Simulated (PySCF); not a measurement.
## J couplings in [C3H5N2]+

Bonds (- single, = double, # triple, : aromatic): C1:C2 1.362 Å, C2:N3 1.362 Å, N3:C4 1.328 Å, C4:N5 1.328 Å, N5:C1 1.362 Å. C1 carries H6; C2 carries H7; N3 carries H8; C4 carries H9; N5 carries H10. Formal charges: N3 +1.

Total charge +1.

Indirect spin–spin couplings were computed at B3LYP/pcJ-1 (spin–dipole term only in couplings to heteroatoms) (PySCF) on a GFN2-xTB structure, for the isolated molecule, without vibrational or relativistic corrections. Couplings are averaged over pairs made equivalent by symmetry, fast rotation or ring inversion, so a value needn't be that of the named pair in this geometry, while other rotamers aren't included; one pair stands for each set, and the list holds those of at least 1.5 Hz over up to four bonds.

Isotopes: 13C, 1H, 15N.

```csv
pair,bonds,J (Hz)
"C1, C2",1,?
"C1, N5",1,?
"C1, H6",1,218.0
"N3, C4",1,-21.1
"N3, H8",1,-110.4
"C4, H9",1,?
"C1, N3",2,-1.6
"C1, C4",2,2.2
"C1, H7",2,11.4
"C1, H10",2,3.5
"N3, N5",2,2.3
"N3, H7",2,-4.1
"N3, H9",2,-5.0
"C4, H8",2,9.2
"C1, H8",3,?
"C1, H9",3,5.9
"N3, H6",3,?
"N3, H10",3,-4.6
"C4, H6",3,6.8
"H6, H7",3,?
"H6, H10",3,3.8
"H8, H9",3,3.0
"H6, H8",4,?
"H6, H9",4,1.6
"H8, H10",4,?
```

Estimate the withheld couplings, with signs.

Answers


- 1J(C1,C2) = 76.9 Hz (bond length 1.362 Å)
- 1J(C1,N5) = -12.8 Hz (bond length 1.362 Å)
- 1J(C4,H9) = 231.6 Hz (bond length 1.074 Å, sp2 carbon)
- 3J(C1,H8) = 7.2 Hz (dihedral angle 180°)
- 3J(N3,H6) = -4.9 Hz (dihedral angle 180°)
- 3J(H6,H7) = 3.0 Hz (dihedral angle 0°)
- 4J(H6,H8) = 1.6 Hz
- 4J(H8,H10) = 2.3 Hz
